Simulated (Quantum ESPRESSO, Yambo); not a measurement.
## A GW run on SiC (P6_3mc) in Yambo, with inputs changed

Aim: change inputs of a GW run on SiC (P6_3mc) and see what moves.

Program: Yambo 5.3.0. Level of theory: PBE and many-body steps on it, plane waves. Results are calculated unless marked as measured.

## (1) The starting structure

The structure is hexagonal, space group P6_3mc (No. 186). Conventional cell: a = 3.074 Å, b = 3.074 Å, c = 5.045 Å, α = 90.00°, β = 90.00°, γ = 120.00°. Nearest to Si lie 4 C at 1.88 to 1.90 Å. Nearest to C lie 4 Si at 1.88 to 1.90 Å. Farther neighbours are not listed.

As a file:

```
Si C
1.0
     3.07351    0.00000    0.00000
    -1.53676    2.66174    0.00000
     0.00000    0.00000    5.04525
Si C
2 2
Direct
  0.33333 0.66667 0.49960
  0.66667 0.33333 0.99960
  0.33333 0.66667 0.87540
  0.66667 0.33333 0.37540
```

The cell and positions are those that the Materials Project relaxed with its own functionals (PBE, PBE+U or r2SCAN), kept fixed.

## (2) Base

This step: Yambo 5.3.0; G0W0 on PBE, plane waves, norm-conserving pseudopotentials.

G0W0 replaces the xc potential by the self-energy, built once from these orbitals. Only a window of levels is corrected, while the sums run over the empty bands that the input names.

gw1.in

```
HF_and_locXC
gw0
dyson
ppa
em1d
rim_cut
RandQpts= 1000000
RandGvec= 1 RL
EXXRLvcs= 74 Ry
VXCRLvcs= 296 Ry
Chimod= "HARTREE"
% BndsRnXp
 1 | 108 |
%
NGsBlkXp= 13 Ry
% LongDrXp
 1 | 1 | 1 |
%
% GbndRnge
 1 | 108 |
%
DysSolver= "n"
ExtendOut
PPAPntXp= 27.21138 eV
% QPkrange
 1 | 1 | 7 | 10 |
 19 | 19 | 7 | 10 |
 10 | 10 | 7 | 10 |
%
```

Command:

```bash
$ OMP_NUM_THREADS=1 mpirun -n 4 yambo -F gw1.in -J gw1 -C gw1 > gw1.log
```

What it wrote:

```text
 Yambo, version 5.3.0

 [02] CORE Variables Setup
 =========================

  [... cell, symmetries and grids as in the set-up ...]

  [02.05] Energies & Occupations
  ==============================

  [X] === General ===
  [X] Electronic Temperature                        :  0.000000  0.000000 [eV K]
  [X] Bosonic    Temperature                        :  0.000000  0.000000 [eV K]
  [X] Finite Temperature mode                       : no
  [X] El. density                                   :  0.38765E+24 [cm-3]
  [X] Fermi Level                                   :  9.679822 [eV]

  [X] === Gaps and Widths ===
  [X] Conduction Band Min                           :  2.275274 [eV]
  [X] Valence Band Max                              :  0.000000 [eV]
  [X] Filled Bands                                  :   8
  [X] Empty Bands                                   :    9  108
  [X] Direct Gap                                    :  3.985108 [eV]
  [X] Direct Gap localized at k                     :  10
  [X] Indirect Gap                                  :  2.275274 [eV]
  [X] Indirect Gap between kpts                     :   1  19
  [X] Last valence band width                       :  3.841673 [eV]
  [X] 1st conduction band width                     :  3.637217 [eV]

 [03] Transferred momenta grid and indexing
 ==========================================

 IBZ Q-points                                      :  24
 BZ  Q-points                                      :  144

 K/Q-points units:
 rlu = crystal or reduced units; cc = cartesian coordinates; iku = interal k-units

 Q [ 1]         [rlu]:  0.000000  0.000000  0.000000
 Q [ 2]         [rlu]:  0.000000  0.000000  0.250000
 Q [ 3]         [rlu]:  0.000000  0.000000 -0.500000
 Q [ 4]         [rlu]:  0.65008E-18  0.16667       0.0000
 Q [ 5]         [rlu]:  0.65008E-18  0.16667      0.25000
 Q [ 6]         [rlu]:  0.65008E-18  0.16667     -0.50000
 Q [ 7]         [rlu]:  0.13002E-17  0.33333       0.0000
 Q [ 8]         [rlu]:  0.13002E-17  0.33333      0.25000
 Q [ 9]         [rlu]:  0.13002E-17  0.33333     -0.50000
 Q [10]         [rlu]: -0.19502E-17 -0.50000       0.0000
     [... 12 further rows ...]
 Q [23]         [rlu]: -0.13002E-17 -0.33333      0.25000
 Q [24]         [rlu]: -0.166667 -0.333333  0.250000

 [04] Coloumb potential Random Integration (RIM)
 ===============================================

  [04.01] RIM initialization
  ==========================

  * Diagonal components only detected *

  8 x (sBL volume)        :  0.049475 [a.u.]
  sBZ random points       :  1000000
  Points outside the sBZ  :   7980387
  RL volume               :  0.890552 [a.u.]
  Integrated volume       :  0.892741 [a.u.]

  [04.02] RIM integrals
  =====================

  Gamma point sphere radius             :  0.066591 [a.u.]
  Points outside the sphere             :   800045
  [Int_sBZ(q=0) 1/q^2]*(Vol_sBZ)^(-1/3) =:  7.695676
                                 should be <:  7.795600

  Summary of Coulomb integrals for non-metallic bands |Q|[au] RIM/Bare

  Q [1] 0.100000E-4 0.987182 * Q [2] 0.164755 0.988578
  Q [4] 0.208192 1.087199 * Q [5] 0.265496 1.046934
  Q [22] 0.265496 1.047692 * Q [3] 0.329510 1.006784
  Q [13] 0.360599 1.031365 * Q [6] 0.389770 1.013976
  Q [14] 0.396454 1.023835 * Q [7] 0.416384 1.023904
  Q [23] 0.447794 1.019886 * Q [8] 0.447794 1.019352
[...]
Q [18] 0.641860 1.009875 * Q [11] 0.645941 1.011201
  Q [12] 0.706167 1.009117 * Q [19] 0.721198 1.009563
  Q [20] 0.739778 1.008907 * Q [21] 0.792908 1.007672

 [05] Dipoles
 ============

  [05.01] Setup: observables and procedures
  =========================================

  [WARNING] [x,Vnl] slows the Dipoles computation. To neglect it rename the ns.kb_pp file

 [06] Dynamic Dielectric Matrix (PPA)
 ====================================

 [WR./gw1//ndb.pp]---------------------------------------------------------------
  Brillouin Zone Q/K grids (IBZ/BZ)                :   24  144   24  144
  RL vectors                                       :   3863 [WF]
  Coulomb cutoff potential                         : none
  Electronic Temperature                           :  0.000000 [K]
  Bosonic    Temperature                           :  0.000000 [K]
  PPA    diel. fun.  energies                      : Perdew, Burke & Ernzerhof(X)+Perdew, Burke & Ernzerhof(C)
  wavefunctions                                    : Perdew, Burke & Ernzerhof(X)+Perdew, Burke & Ernzerhof(C)
  Global Gauge                                     : length
  X matrix size                                    :  245
  X band range                                     :    1  108
  X e/h energy range                               : -1.000000 -1.000000 [eV]
  X Time ordering                                  : R
  X Hxc Kernel                                     : HARTREE
  X Drude frequency                                :  0.000000  0.000000
  X poles                                          :  100.0000 [o/o]
  RL vectors in the sum                            :   3863
  [r,Vnl] included                                 : yes
  Field direction                                  :  0.577350E-5  0.577350E-5  0.577350E-5
  BZ energy Double Grid                            : no
  BZ energy DbGd points                            : 0
  BZ Q point size factor                           : -1.000000
  X Optical Averaged directions                    : none

 [07] Local Exchange-Correlation + Non-Local Fock
 ================================================

 [VXC] Plane waves :  23897
 [EXS] Plane waves :  2997

 QP @ state[ 1 ] K range:  1  1
 QP @ state[ 1 ] b range:   7  10
 QP @ state[ 2 ] K range:  10  10
 QP @ state[ 2 ] b range:   7  10
 QP @ state[ 3 ] K range:  19  19
 QP @ state[ 3 ] b range:   7  10

 [xc] Functional : Perdew, Burke & Ernzerhof(X)+Perdew, Burke & Ernzerhof(C)
 [xc] LIBXC used to calculate xc functional
  PP Number of Atomic Species                      :  2
  NLCC RL compoments                               :  23897
  PP Number of Atomic Species                      :  2
  NLCC RL compoments                               :  23897

 [xc] E_xc :  -6.100153 [Ha]
      E_xc :  -12.20031 [Ry]

  Local XC kind (lXC) : Perdew, Burke & Ernzerhof(X)+Perdew, Burke & Ernzerhof(C)
  Non-Local XC kind (nlXC) : Hartree-Fock

  Corrections @ K [1] :  [eV]
 <7|nlXC|7> = -17.52144 -0.98933E-18 <7|lXC|7> = -15.02729  0.18882E-15
 <8|nlXC|8> = -17.52140 -0.35954E-17 <8|lXC|8> = -15.02729 -0.75527E-15
 <9|nlXC|9> = -7.033265  0.11285E-17 <9|lXC|9> = -12.16307 -0.94408E-16
 <10|nlXC|10> = -7.215983  0.25665E-17 <10|lXC|10> = -12.77919 -0.11801E-16

  Corrections @ K [10] :  [eV]
 <7|nlXC|7> = -16.17396  0.24581E-17 <7|lXC|7> = -12.81321 -0.59005E-16
 <8|nlXC|8> = -17.52725 -0.64546E-17 <8|lXC|8> = -14.52000 -0.23602E-15
[...]
Corrections @ K [19] :  [eV]
[...]
<8|nlXC|8> = -17.07453 -0.13832E-16 <8|lXC|8> = -13.14985 -0.11801E-16
 <9|nlXC|9> = -5.668116  0.55318E-18 <9|lXC|9> = -9.907527 -0.23602E-15
 <10|nlXC|10> = -6.209076  0.52431E-18 <10|lXC|10> = -12.31131 -0.14161E-15

 [08] Dyson equation: Newton solver
 ==================================

  [08.01] G0W0 (W PPA)
  ====================

  [  GW  ] Bands range     :    1  108
  [GW/PPA] G damping       :  0.100000 [eV]

  QP @ state[ 1 ] K range:  1  1
  QP @ state[ 1 ] b range:   7  10
  QP @ state[ 2 ] K range:  10  10
  QP @ state[ 2 ] b range:   7  10
  QP @ state[ 3 ] K range:  19  19
  QP @ state[ 3 ] b range:   7  10

   Sc/G bands                                       :    1  108
   Sc/G damping                                     :  0.100000 ev
   Sc bands terminator                              : no
   Sx RL components                                 :  2997

   QP @ state[ 1 ] K range                          :  1  1
   QP @ state[ 1 ] b range                          :   7  10
   QP @ state[ 2 ] K range                          :  10  10
   QP @ state[ 2 ] b range                          :   7  10
   QP @ state[ 3 ] K range                          :  19  19
   QP @ state[ 3 ] b range                          :   7  10
   GF energies kind                                 : Perdew, Burke & Ernzerhof(X)+Perdew, Burke & Ernzerhof(C)
   GF WF`s kind                                     : Perdew, Burke & Ernzerhof(X)+Perdew, Burke & Ernzerhof(C)
   Xs energies kind                                 : Perdew, Burke & Ernzerhof(X)+Perdew, Burke & Ernzerhof(C)
   Xs WF`s kind                                     : Perdew, Burke & Ernzerhof(X)+Perdew, Burke & Ernzerhof(C)

 [11] Game Over & Game summary
```

Elapsed: 4.4 min, on 4 MPI ranks of Arm Neoverse V2, shared host; peak memory 1.8 GiB; 18 min of CPU time.

This step gave:

```
G0W0 gap on the points computed              : 2.909 eV
starting gap on the mesh                     : 2.275 eV
k of the valence top                         : 0, 0, 0
k of the conduction bottom                   : 0.3333, 0.3333, 0
least direct G0W0 gap on the computed points : 4.856 eV
Z at the valence top                         : 0.7971
Z at the conduction bottom                   : 0.8276
```

The gap on the mesh goes from 2.28 eV to 2.91 eV, a correction of +0.63 eV.

## (3) Field direction

gw2.in, as its differences from gw1.in of step 2:

```diff
@@ -16,3 +16,3 @@
 % LongDrXp
- 1 | 1 | 1 |
+ 1 | 0 | 0 |
 %
```

Command:

```bash
$ OMP_NUM_THREADS=1 mpirun -n 4 yambo -F gw2.in -J gw2 -C gw2 > gw2.log
```

What it wrote:

```text
 Yambo, version 5.3.0

 [02] CORE Variables Setup
 =========================

  [... cell, symmetries and grids as in the set-up ...]

  [02.05] Energies & Occupations
  ==============================

  [X] === General ===
  [X] Electronic Temperature                        :  0.000000  0.000000 [eV K]
  [X] Bosonic    Temperature                        :  0.000000  0.000000 [eV K]
  [X] Finite Temperature mode                       : no
  [X] El. density                                   :  0.38765E+24 [cm-3]
  [X] Fermi Level                                   :  9.679822 [eV]

  [X] === Gaps and Widths ===
  [X] Conduction Band Min                           :  2.275274 [eV]
  [X] Valence Band Max                              :  0.000000 [eV]
  [X] Filled Bands                                  :   8
  [X] Empty Bands                                   :    9  108
  [X] Direct Gap                                    :  3.985108 [eV]
  [X] Direct Gap localized at k                     :  10
  [X] Indirect Gap                                  :  2.275274 [eV]
  [X] Indirect Gap between kpts                     :   1  19
  [X] Last valence band width                       :  3.841673 [eV]
  [X] 1st conduction band width                     :  3.637217 [eV]

 [03] Transferred momenta grid and indexing
 ==========================================

 IBZ Q-points                                      :  24
 BZ  Q-points                                      :  144

 K/Q-points units:
 rlu = crystal or reduced units; cc = cartesian coordinates; iku = interal k-units

 Q [ 1]         [rlu]:  0.000000  0.000000  0.000000
 Q [ 2]         [rlu]:  0.000000  0.000000  0.250000
 Q [ 3]         [rlu]:  0.000000  0.000000 -0.500000
[...]
Local XC kind (lXC) : Perdew, Burke & Ernzerhof(X)+Perdew, Burke & Ernzerhof(C)
  Non-Local XC kind (nlXC) : Hartree-Fock

  Corrections @ K [1] :  [eV]
 <7|nlXC|7> = -17.52144 -0.98933E-18 <7|lXC|7> = -15.02729  0.18882E-15
 <8|nlXC|8> = -17.52140 -0.35954E-17 <8|lXC|8> = -15.02729 -0.75527E-15
 <9|nlXC|9> = -7.033265  0.11285E-17 <9|lXC|9> = -12.16307 -0.94408E-16
[...]
Corrections @ K [10] :  [eV]
[...]
Corrections @ K [19] :  [eV]
[...]
<9|nlXC|9> = -5.668116  0.55318E-18 <9|lXC|9> = -9.907527 -0.23602E-15
 <10|nlXC|10> = -6.209076  0.52431E-18 <10|lXC|10> = -12.31131 -0.14161E-15

 [08] Dyson equation: Newton solver
 ==================================

  [08.01] G0W0 (W PPA)
  ====================

  [  GW  ] Bands range     :    1  108
  [GW/PPA] G damping       :  0.100000 [eV]

  QP @ state[ 1 ] K range:  1  1
  QP @ state[ 1 ] b range:   7  10
  QP @ state[ 2 ] K range:  10  10
  QP @ state[ 2 ] b range:   7  10
  QP @ state[ 3 ] K range:  19  19
  QP @ state[ 3 ] b range:   7  10

   Sc/G bands                                       :    1  108
   Sc/G damping                                     :  0.100000 ev
   Sc bands terminator                              : no
   Sx RL components                                 :  2997

   QP @ state[ 1 ] K range                          :  1  1
   QP @ state[ 1 ] b range                          :   7  10
   QP @ state[ 2 ] K range                          :  10  10
   QP @ state[ 2 ] b range                          :   7  10
   QP @ state[ 3 ] K range                          :  19  19
   QP @ state[ 3 ] b range                          :   7  10
   GF energies kind                                 : Perdew, Burke & Ernzerhof(X)+Perdew, Burke & Ernzerhof(C)
   GF WF`s kind                                     : Perdew, Burke & Ernzerhof(X)+Perdew, Burke & Ernzerhof(C)
   Xs energies kind                                 : Perdew, Burke & Ernzerhof(X)+Perdew, Burke & Ernzerhof(C)
   Xs WF`s kind                                     : Perdew, Burke & Ernzerhof(X)+Perdew, Burke & Ernzerhof(C)

 [11] Game Over & Game summary
```

Wall time 4.6 min (4 MPI ranks); peak memory 1.8 GiB; 18 min of CPU time.

Numbers from this step:

```
G0W0 gap on the points computed              : 2.908 eV
starting gap on the mesh                     : 2.275 eV
k of the valence top                         : 0, 0, 0
k of the conduction bottom                   : 0.3333, 0.3333, 0
least direct G0W0 gap on the computed points : 4.854 eV
Z at the valence top                         : 0.7972
Z at the conduction bottom                   : 0.8277
```

Against G0W0 in Yambo (6×6×4 mesh, 108 bands, screening to 176.9 eV, Godby-Needs plasmon pole), the gap moves by −0.001 eV.

## (4) Core charge in Vxc

gw5.in, as its differences from gw2.in of step 3:

```diff
@@ -16,3 +16,3 @@
 % LongDrXp
- 1 | 0 | 0 |
+ 1 | 1 | 1 |
 %
@@ -29 +29,2 @@
 %
+UseNLCC
```

Command:

```bash
$ OMP_NUM_THREADS=1 mpirun -n 4 yambo -F gw5.in -J gw5,gw1_W -C gw5 > gw5.log
```

What it wrote:

```text
 Yambo, version 5.3.0

 [02] CORE Variables Setup
 =========================

  [... cell, symmetries and grids as in the set-up ...]

  [02.05] Energies & Occupations
  ==============================

  [X] === General ===
  [X] Electronic Temperature                        :  0.000000  0.000000 [eV K]
  [X] Bosonic    Temperature                        :  0.000000  0.000000 [eV K]
  [X] Finite Temperature mode                       : no
  [X] El. density                                   :  0.38765E+24 [cm-3]
[...]
QP @ state[ 2 ] b range                          :   7  10
   QP @ state[ 3 ] K range                          :  19  19
   QP @ state[ 3 ] b range                          :   7  10
   GF energies kind                                 : Perdew, Burke & Ernzerhof(X)+Perdew, Burke & Ernzerhof(C)
   GF WF`s kind                                     : Perdew, Burke & Ernzerhof(X)+Perdew, Burke & Ernzerhof(C)
   Xs energies kind                                 : Perdew, Burke & Ernzerhof(X)+Perdew, Burke & Ernzerhof(C)
   Xs WF`s kind                                     : Perdew, Burke & Ernzerhof(X)+Perdew, Burke & Ernzerhof(C)

 [11] Game Over & Game summary
```

It took 90 s on 4 MPI ranks; peak memory 1.8 GiB.

This step gave:

```yaml
g0w0_gap_on_the_points_computed: 2.664 eV
starting_gap_on_the_mesh: 2.275 eV
k_of_the_valence_top: 0, 0, 0
k_of_the_conduction_bottom: 0.3333, 0.3333, 0
least_direct_g0w0_gap_on_the_computed_points: 4.731 eV
```

Against G0W0 in Yambo (6×6×4 mesh, 108 bands, screening to 176.9 eV, Godby-Needs plasmon pole), the gap moves by −0.245 eV.

## (5) More G vectors in the random integration

gw6.in, as its differences from gw5.in of step 4:

```diff
@@ -7,3 +7,3 @@
 RandQpts= 1000000
-RandGvec= 1 RL
+RandGvec= 59 RL
 EXXRLvcs= 74 Ry
@@ -29,2 +29,2 @@
 %
-UseNLCC
+QpgFull
```

Command:

```bash
$ OMP_NUM_THREADS=1 mpirun -n 4 yambo -F gw6.in -J gw6,gw1_W -C gw6 > gw6.log
```

What it wrote:

```text
 Yambo, version 5.3.0

 [02] CORE Variables Setup
 =========================

  [... cell, symmetries and grids as in the set-up ...]

  [02.05] Energies & Occupations
  ==============================

  [X] === General ===
  [X] Electronic Temperature                        :  0.000000  0.000000 [eV K]
  [X] Bosonic    Temperature                        :  0.000000  0.000000 [eV K]
  [X] Finite Temperature mode                       : no
  [X] El. density                                   :  0.38765E+24 [cm-3]
[...]
QP @ state[ 2 ] b range                          :   7  10
   QP @ state[ 3 ] K range                          :  19  19
   QP @ state[ 3 ] b range                          :   7  10
   GF energies kind                                 : Perdew, Burke & Ernzerhof(X)+Perdew, Burke & Ernzerhof(C)
   GF WF`s kind                                     : Perdew, Burke & Ernzerhof(X)+Perdew, Burke & Ernzerhof(C)
   Xs energies kind                                 : Perdew, Burke & Ernzerhof(X)+Perdew, Burke & Ernzerhof(C)
   Xs WF`s kind                                     : Perdew, Burke & Ernzerhof(X)+Perdew, Burke & Ernzerhof(C)

 [11] Game Over & Game summary
```

Run time: 5.4 min. Hardware: 4 MPI ranks; peak memory 1.8 GiB; 22 min of CPU time.

This step gave:

```yaml
g0w0_gap_on_the_points_computed: 2.920 eV
starting_gap_on_the_mesh: 2.275 eV
k_of_the_valence_top: 0, 0, 0
k_of_the_conduction_bottom: 0.3333, 0.3333, 0
least_direct_g0w0_gap_on_the_computed_points: 4.864 eV
```

Against G0W0 in Yambo (6×6×4 mesh, 108 bands, screening to 176.9 eV, Godby-Needs plasmon pole), the gap moves by +0.011 eV.

## (6) Damping of G

gw7.in, as its differences from gw6.in of step 5:

```diff
@@ -7,3 +7,3 @@
 RandQpts= 1000000
-RandGvec= 59 RL
+RandGvec= 1 RL
 EXXRLvcs= 74 Ry
@@ -29,2 +29,2 @@
 %
-QpgFull
+GDamping= 0.5 eV
```

Command:

```bash
$ OMP_NUM_THREADS=1 mpirun -n 4 yambo -F gw7.in -J gw7,gw1_W -C gw7 > gw7.log
```

What it wrote:

```text
 Yambo, version 5.3.0

 [02] CORE Variables Setup
 =========================

  [... cell, symmetries and grids as in the set-up ...]

  [02.05] Energies & Occupations
  ==============================

  [X] === General ===
  [X] Electronic Temperature                        :  0.000000  0.000000 [eV K]
  [X] Bosonic    Temperature                        :  0.000000  0.000000 [eV K]
  [X] Finite Temperature mode                       : no
  [X] El. density                                   :  0.38765E+24 [cm-3]
[...]
QP @ state[ 2 ] b range                          :   7  10
   QP @ state[ 3 ] K range                          :  19  19
   QP @ state[ 3 ] b range                          :   7  10
   GF energies kind                                 : Perdew, Burke & Ernzerhof(X)+Perdew, Burke & Ernzerhof(C)
   GF WF`s kind                                     : Perdew, Burke & Ernzerhof(X)+Perdew, Burke & Ernzerhof(C)
   Xs energies kind                                 : Perdew, Burke & Ernzerhof(X)+Perdew, Burke & Ernzerhof(C)
   Xs WF`s kind                                     : Perdew, Burke & Ernzerhof(X)+Perdew, Burke & Ernzerhof(C)

 [11] Game Over & Game summary
```

Wall time 91 s (4 MPI ranks); peak memory 1.8 GiB; 6 min of CPU time.

Numbers from this step:

| Quantity | Value |
| --- | --- |
| G0W0 gap on the points computed | 2.911 eV |
| starting gap on the mesh | 2.275 eV |
| k of the valence top | 0, 0, 0 |
| k of the conduction bottom | 0.3333, 0.3333, 0 |
| least direct G0W0 gap on the computed points | 4.857 eV |

Against G0W0 in Yambo (6×6×4 mesh, 108 bands, screening to 176.9 eV, Godby-Needs plasmon pole), the gap moves by +0.002 eV.

[end of part 1 of 2]

[Paths, hosts, dates, memory and timing lines, banners, echoed tables and standing remarks are left out of the program output.]

[Logs are printed without paths, hosts, clocks, repeated set-up lines and the standing remarks that a program may print on its own settings, such as how far it seeks lower states.]

[Runs of the session that timed out or met a known fault of the program may be left out.]

[Hosts, paths, dates, database ids (printed as entryN), source tags and the programs' standing remarks are cut or masked in the printed files.]
